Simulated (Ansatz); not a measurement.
Rock-salt NaBr, treated with G0W0@HSE06 (plane waves, hard PAW, contour deformation, complete-basis limit; Ansatz, a program for electronic structure).

Run with largest k mesh 8×8×8 (not extrapolated in the mesh).

The cell has the measured lattice: a = b = c = 5.974 Å, α = β = γ = 90.00°.

### Question
What does this level give for the band gap?

### Answer

- band gap = 7.36 eV (direct)

Measured, for comparison: band gap 7.1 eV (temperature not stated, not corrected to a static lattice; as tabulated in Aguado et al. (1998), arXiv:cond-mat/9809176).

Note: GW on a hybrid start was not checked against another program; cell and atoms aren't relaxed at this level; the gap holds a correction of +0.28 eV to the complete basis.

Spin–orbit coupling is not included.

It cost around 4 core-hours (rough) of CPU time.
